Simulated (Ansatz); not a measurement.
input.yaml (Ansatz)

```yaml
crystal:
  lattice:
    - [0.0, 2.3577359631, 2.3577359631]
    - [2.3577359631, 0.0, 2.3577359631]
    - [2.3577359631, 2.3577359631, 0.0]
  atoms:
    - { symbol: In, position: [0.0, 0.0, 0.0] }
hamiltonian:
  xc: r2scan0
  pseudopotentials:
    kind: paw
    azcp:
      In: "pseudopotentials/In.paw.azcp"
basis:
  ecutwfc: 500
  fft_grid_basis: typed
kpoints:
  mp_grid: { grid: [6, 6, 6], shift: [0, 0, 0] }
magnetization:
  spin_polarized: false
scf:
  occupations: { method: fermi_dirac, width: 0.1 }
```

Output

```
Engine: ansatz 0.2.0, aarch64-unknown-linux-gnu
Pseudopotentials: kind: paw
Pseudopotential: In, paw, valence charge 13, recommended cutoff 500 eV (meta_gga) 
Functional definition: r2SCAN0
  parameter a = 0.25
  parameter k0 = 0.174
  parameter k1 = 0.065
  parameter a1 = 4.9479
  exchange = (1 - a)*r2scan_x(k0 = k0, k1 = k1, a1 = a1) + a*exact_x
  correlation = r2scan_c
Crystal: 1 atoms, lattice volume = 26.213 Å³
Basis set: ecut = 500 eV, 645 PW (Γ), exchange–correlation on 100×100×100 points (64 copies of the dense FFT grid, shifted against one another)
Bands: 11, of which v1, the nominal top of the filled ones, is band 7 counted from 1 (6 counted from 0)
Symmetry: 48 space group operations
Space group: Fm-3m (ITA 225), of the structure as read, at distance tolerance 3.0e-5 Å
k-points: 16 of 216
Non-local potential: In, projectors of the file, l = 0: 2, l = 1: 2, l = 2: 2, l = 3: 2
PAW form: soft (Blöchl's): semilocal exchange-correlation on the pseudo side does not see the compensation charge
PAW frozen core: In, regenerated for the run's functional, and the local potential with it (the file was generated under x = pbe(κ = 0.804, μ = 0.2195149727645171), c = pbe(β = 0.06672455060314922))
PAW one-centre angular grid: In, 590 points (default); XC on 289 of its mesh's 2783 points in the sphere
Initial density: superposition of atomic densities (neutral atoms: chi_scale 0, normalization atom), corrected by the library's trained network
Initial wavefunctions: pseudopotential atomic-orbital guess
Functional: x = r2scan, c = r2scan; τ floored in thin density (d = 2e-4 eV/Å³), warm-up for x = 0.75 r2scan + 0.25 exact, c = r2scan; τ floored in thin density (d = 2e-4 eV/Å³)
SCF iter   1: F=—  HF=-5611.858228 eV  |F-HF|=—  |Δ(HF+E_count)|=         —  Δρ=9.14e-3  dr2=1.06e-2  dr2_τ=1.31e-3  ethr=1.77e-3  ⟨swp⟩=10.9  Hψ=905  notcnv=0
iter 2 solved again at ethr=7.47e-6 eV; its pass at ethr=8.19e-5 eV (dr2=9.71e-4 eV) is discarded
SCF iter   2: F=—  HF=-5611.861911 eV  |F-HF|=—  |Δ(HF+E_count)|=   3.68e-3  Δρ=2.88e-3  dr2=1.01e-3  dr2_τ=6.56e-5  ethr=7.47e-6  ⟨swp⟩=3.4  Hψ=756  notcnv=0  defer=1
SCF iter   3: F=—  HF=-5611.862437 eV  |F-HF|=—  |Δ(HF+E_count)|=   5.26e-4  Δρ=9.70e-4  dr2=1.16e-4  dr2_τ=3.31e-6  ethr=7.47e-6  ⟨swp⟩=2.2  Hψ=289  notcnv=0  defer=1
SCF iter   4: F=—  HF=-5611.862514 eV  |F-HF|=—  |Δ(HF+E_count)|=   7.69e-5  Δρ=4.66e-5  dr2=3.68e-7  dr2_τ=2.46e-8  ethr=8.91e-7  ⟨swp⟩=3.9  Hψ=332  notcnv=0
SCF iter   5: F=—  HF=-5611.862516 eV  |F-HF|=—  |Δ(HF+E_count)|=   2.59e-6  Δρ=1.37e-5  dr2=4.19e-8  dr2_τ=3.60e-9  ethr=2.83e-9  ⟨swp⟩=5.0  Hψ=561  notcnv=0
SCF iter   6: F=—  HF=-5611.862516 eV  |F-HF|=—  |Δ(HF+E_count)|=   1.37e-8  Δρ=4.21e-6  dr2=2.96e-9  dr2_τ=4.72e-11  ethr=3.22e-10  ⟨swp⟩=4.0  Hψ=413  notcnv=0
SCF iter   7: F=-5611.862516 eV  HF=-5611.862516 eV  |F-HF|=2.18e-11  |Δ(HF+E_count)|=  2.50e-10  Δρ=3.68e-7  dr2=1.95e-11  dr2_τ=2.71e-12  ethr=2.28e-11  ⟨swp⟩=3.2  Hψ=386  notcnv=0
SCF 1 converged in 7 iterations: F = -5611.862516 eV  dr2 = 1.95e-11
Initial density: handed on by an earlier stage of this run
Initial wavefunctions: those handed on with the density
Functional: x = 0.75 r2scan + 0.25 exact, c = r2scan; τ floored in thin density (d = 2e-4 eV/Å³)
Frozen-core exchange: fock
iter 1 solved again at ethr=9.86e-6 eV; its pass at ethr=1.00e-1 eV (dr2=1.28e-3 eV) is discarded
SCF iter   1: F=—  HF=-5611.630041 eV  |F-HF|=—  |Δ(HF+E_count)|=         —  Δρ=3.02e-3  dr2=1.64e-3  dr2_τ=6.22e-5  ethr=9.86e-6  ⟨swp⟩=5.2  Hψ=964  notcnv=0
SCF iter   2: F=—  HF=-5611.630239 eV  |F-HF|=—  |Δ(HF+E_count)|=   1.98e-4  Δρ=1.03e-3  dr2=3.74e-4  dr2_τ=1.53e-5  ethr=9.86e-6  ⟨swp⟩=2.0  Hψ=282  notcnv=0
SCF iter   3: F=—  HF=-5611.630423 eV  |F-HF|=—  |Δ(HF+E_count)|=   1.83e-4  Δρ=3.19e-4  dr2=2.49e-4  dr2_τ=7.54e-7  ethr=1.21e-6  ⟨swp⟩=3.7  Hψ=322  notcnv=0
SCF iter   4: F=—  HF=-5611.632288 eV  |F-HF|=—  |Δ(HF+E_count)|=   1.87e-3  Δρ=5.68e-4  dr2=4.95e-5  dr2_τ=5.52e-7  ethr=1.28e-7  ⟨swp⟩=5.0  Hψ=635  notcnv=0
SCF iter   5: F=—  HF=-5611.632291 eV  |F-HF|=—  |Δ(HF+E_count)|=   2.88e-6  Δρ=3.31e-5  dr2=8.41e-6  dr2_τ=2.53e-8  ethr=1.28e-7  ⟨swp⟩=3.9  Hψ=405  notcnv=0
SCF iter   6: F=-5611.632341 eV  HF=-5611.632341 eV  |F-HF|=3.02e-7  |Δ(HF+E_count)|=   4.93e-5  Δρ=1.22e-4  dr2=1.98e-6  dr2_τ=1.00e-8  ethr=5.77e-10  ⟨swp⟩=5.2  Hψ=700  notcnv=0  defer=2
SCF 2 stopped early in 6 iterations: F = -5611.632341 eV  dr2 = 1.98e-6
hybrid outer 1: dexx = +2.164e-3 eV, tail = 7.59e-6 eV
Frozen-core exchange: fock
SCF iter   1: F=—  HF=-5611.632232 eV  |F-HF|=—  |Δ(HF+E_count)|=         —  Δρ=5.11e-5  dr2=2.52e-6  dr2_τ=1.07e-8  ethr=2.92e-7  ⟨swp⟩=3.2  Hψ=373  notcnv=0
iter 2 solved again at ethr=5.10e-11 eV; its pass at ethr=2.38e-9 eV (dr2=6.63e-9 eV) is discarded
SCF iter   2: F=—  HF=-5611.632232 eV  |F-HF|=—  |Δ(HF+E_count)|=   1.00e-7  Δρ=5.87e-6  dr2=2.20e-6  dr2_τ=2.33e-10  ethr=5.10e-11  ⟨swp⟩=3.2  Hψ=815  notcnv=0  defer=2
SCF iter   3: F=-5611.632284 eV  HF=-5611.632284 eV  |F-HF|=7.87e-9  |Δ(HF+E_count)|=   5.24e-5  Δρ=8.86e-6  dr2=3.39e-8  dr2_τ=2.86e-10  ethr=5.08e-11  ⟨swp⟩=5.1  Hψ=547  notcnv=0  defer=2
SCF 3 converged in 3 iterations: F = -5611.632284 eV  dr2 = 3.39e-8
hybrid outer 2: dexx = +1.137e-7 eV, tail = 9.09e-8 eV, Δε = 1.53e-3 eV (about 3.17e-4 eV left of the loop's levels)
hybrid SCF converged: 2 outer / 9 inner (+7 warm-up), last move |dexx| = 1.14e-7 eV, tail = 9.09e-8 eV
Stability not checked: this state was not tested for a lower state beside it, because the functional holds exact exchange (a hybrid, or Hartree-Fock), whose exchange loop this test does not read (fock_operator; see scf.lower_state_search)
Free energy (F): -5611.632284 eV
Frozen-core exchange: fock
Harris-Foulkes:  -5611.632284 eV  (|F-HF|=7.87e-9)
Internal energy: -5611.624466 eV  (E = F + TS)
E sigma→0 (E₀):  -5611.628375 eV
Entropy (-TS):   -0.007818 eV (-7.818 meV/atom)
Fermi energy:    10.159238 eV
--- Per-component energies (eV) ---
  E_band       = -57.461749
  E_kinetic    = 241.516778
  E_local      = -1078.253243  (includes V_loc(G=0)·N_el)
  E_nonlocal   = 366.180932
  E_hartree    = 424.368098
  E_xc         = -155.691544
  E_vxc        = -82.758619  (∫ρ·V_xc dr)
  E_exx        = -37.365812  (= α·E_x^exact, valence–valence)
  E_paw        = -4190.469237  (= ΣΔE_a)
  E_vpaw       = -283.764486  (= ΣTr[D̂ρ^β])
  E_aug_tail   = 0.000008  (compensation charges beyond the density's cutoff)
  E_vtau       = 5.608681  (kinetic-family band-sum trace: ∫τ·v_τ [+ j·A + Jᵃ·Aᵃ] dr)
  E_ewald      = -1183.067763
  E_core_change = 1.157316  (= ΣΔE_core)
  E_smearing   = -0.007818  (= −TS)
  E_closure    = -0.000000  (closes the sum)
  Σ components = -5611.632284   (vs F -5611.632284, Δ=-9.09e-13)
--- Band table (eV; the first three rows and the last of 16) ---
  k-point 0: bands = ["-7.4561", "-7.4561", "-7.4561", "-7.2735", "-7.2735", "-1.4679", "22.4997", "22.4997", "22.4997"]
  k-point 1: bands = ["-7.4678", "-7.4188", "-7.4188", "-7.2689", "-7.2689", "-0.7632", "17.2743", "21.5643", "21.5643"]
  k-point 2: bands = ["-7.5073", "-7.4247", "-7.4247", "-7.1769", "-7.1769", "1.4414", "10.9973", "20.5236", "20.5236"]
  k-point 15: bands = ["-7.5514", "-7.5065", "-7.2421", "-7.1898", "-7.0699", "8.1864", "8.2854", "11.9159", "12.7193"]
  guard bands above this table: 2 of the run's 11 bands. The solve was not asked for them (output.publish_guard_bands: true or output.eigenvalues: true publishes all)
```

Command:

```sh
ansatz run input.yaml --threads 4 --pin off --max-ram 8192MiB --backend cpu --events-out ev --progress --plain --runs-dir out
```

On 4 threads of Arm Neoverse V1 (shared host) this took about 4.4 s of wall time and 13 s of CPU time, with 0.95 GiB at the peak.
